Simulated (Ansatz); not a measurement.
## hcp against fcc along the 5d metals

Theory: Ansatz, DFT, LDA (PW92), plane waves (420 eV) with PAW, scalar-relativistic. The PAW files were generated under PBE, with cores re-solved for the functional.

Each structure is relaxed within its symmetry, in the lowest magnetic state of the tried starts. Differences under about 8 meV lie within the error of the k-point mesh.

```json
{"element": "Lu", "E(hcp) − E(fcc) (meV/atom)": "-23", "V(hcp) (Å³/atom)": "26.02", "V(fcc) (Å³/atom)": "25.62", "state of hcp": "spin not included", "state of fcc": "spin not included"}
{"element": "Hf", "E(hcp) − E(fcc) (meV/atom)": "-63", "V(hcp) (Å³/atom)": "20.83", "V(fcc) (Å³/atom)": "20.73", "state of hcp": "spin not included", "state of fcc": "spin not included"}
{"element": "Ta", "E(hcp) − E(fcc) (meV/atom)": "17", "V(hcp) (Å³/atom)": "17.67", "V(fcc) (Å³/atom)": "17.76", "state of hcp": "spin not included", "state of fcc": "spin not included"}
{"element": "Re", "E(hcp) − E(fcc) (meV/atom)": "-71", "V(hcp) (Å³/atom)": "14.33", "V(fcc) (Å³/atom)": "14.38", "state of hcp": "spin not included", "state of fcc": "spin not included"}
{"element": "Os", "E(hcp) − E(fcc) (meV/atom)": "-145", "V(hcp) (Å³/atom)": "13.70", "V(fcc) (Å³/atom)": "13.76", "state of hcp": "spin not included", "state of fcc": "spin not included"}
{"element": "Ir", "E(hcp) − E(fcc) (meV/atom)": "84", "V(hcp) (Å³/atom)": "13.92", "V(fcc) (Å³/atom)": "13.84", "state of hcp": "spin not included", "state of fcc": "non-magnetic"}
{"element": "Pt", "E(hcp) − E(fcc) (meV/atom)": "65", "V(hcp) (Å³/atom)": "14.86", "V(fcc) (Å³/atom)": "14.77", "state of hcp": "spin not included", "state of fcc": "spin not included"}
{"element": "Au", "E(hcp) − E(fcc) (meV/atom)": "5", "V(hcp) (Å³/atom)": "16.58", "V(fcc) (Å³/atom)": "16.56", "state of hcp": "spin not included", "state of fcc": "spin not included"}
{"element": "Hg", "E(hcp) − E(fcc) (meV/atom)": "8", "V(hcp) (Å³/atom)": "22.19", "V(fcc) (Å³/atom)": "22.03", "state of hcp": "spin not included", "state of fcc": "spin not included"}
```
